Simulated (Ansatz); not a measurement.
# Every step of a relaxation of rocksalt ZrN (100), 2 layers

DFT, PBE, PAW with Ansatz's default frozen-core files, scalar-relativistic (Ansatz 0.2.0); a Γ-centred 10×10×1 k mesh, Fermi–Dirac smearing of 0.05 eV, no spin polarisation. The run relaxes the atoms in the fixed cell.

Command: `ansatz run input.yaml --threads 1 --pin off --max-ram 3584MiB --backend cpu --events-out ev --progress --plain --runs-dir out` It took 36 s on 1 thread of Intel(R) Xeon(R) Platinum 8375C CPU @ 2.90GHz (Ice Lake) (shared host), peak memory 0.45 GiB.

```yaml
crystal:
  lattice:
    - [3.2489502562, 0.0, 0.0]
    - [0.0, 3.2489502562, 0.0]
    - [0.0, 0.0, 18.2974]
  atoms:
    - { symbol: Zr, position: [0.0, 0.0, 0.437221825] }
    - { symbol: "N", position: [0.5, 0.5, 0.437221825] }
    - { symbol: Zr, position: [0.5, 0.5, 0.562778175] }
    - { symbol: "N", position: [0.0, 0.0, 0.562778175] }
kpoints:
  mp_grid: { grid: [10, 10, 1] }
scf:
  occupations: { method: fermi_dirac, width: 0.05 }
hamiltonian:
  xc: pbe
  pseudopotentials: { kind: paw }
output:
  forces: true
  stress: true
  eigenvalues: true
relax:
  f_tol: 0.01
  max_steps: 40
efield:
  axis: 3
  amplitude: 0
  dipole_correction: true
```

Each step lists its free energy a cell above the last geometry, and Cartesian positions (Å) with forces (eV/Å).

The first step:

```
step 1  dF = 116.70 meV
  Zr 0.0000 0.0000 8.0000   0.0000 0.0000 1.3090
  N 1.6245 1.6245 8.0000   0.0000 0.0000 -0.0568
  Zr 1.6245 1.6245 10.2974   0.0000 0.0000 -1.3090
  N 0.0000 0.0000 10.2974   0.0000 0.0000 0.0568
```

Q: Where does the relaxation end, and by which steps?

A: After 5 geometries, with a shortest distance of 2.227 Å. The further steps:
```
step 2  dF = 224.69 meV  (not accepted)
  Zr 0.0000 0.0000 8.1935   0.0000 0.0000 -2.1707
  N 1.6245 1.6245 7.9115   0.0000 0.0000 0.1691
  Zr 1.6245 1.6245 10.1039   0.0000 0.0000 2.1707
  N 0.0000 0.0000 10.3859   0.0000 0.0000 -0.1691
step 3  dF = 1.62 meV
  Zr 0.0000 0.0000 8.0820   0.0000 0.0000 0.0548
  N 1.6245 1.6245 7.9723   0.0000 0.0000 0.1018
  Zr 1.6245 1.6245 10.2154   0.0000 0.0000 -0.0548
  N 0.0000 0.0000 10.3251   0.0000 0.0000 -0.1018
step 4  dF = 0.65 meV
  Zr 0.0000 0.0000 8.0836   0.0000 0.0000 0.0171
  N 1.6245 1.6245 7.9774   0.0000 0.0000 0.0660
  Zr 1.6245 1.6245 10.2138   0.0000 0.0000 -0.0171
  N 0.0000 0.0000 10.3200   0.0000 0.0000 -0.0660
step 5  dF = 0.00 meV
  Zr 0.0000 0.0000 8.0837   0.0000 0.0000 -0.0023
  N 1.6245 1.6245 7.9870   0.0000 0.0000 0.0015
  Zr 1.6245 1.6245 10.2137   0.0000 0.0000 0.0023
  N 0.0000 0.0000 10.3104   0.0000 0.0000 -0.0015
step 6  dF = 0.00 meV  (same geometry, solved once more)
  Zr 0.0000 0.0000 8.0837   0.0000 0.0000 -0.0022
  N 1.6245 1.6245 7.9870   0.0000 0.0000 0.0015
  Zr 1.6245 1.6245 10.2137   0.0000 0.0000 0.0022
  N 0.0000 0.0000 10.3104   0.0000 0.0000 -0.0015
```
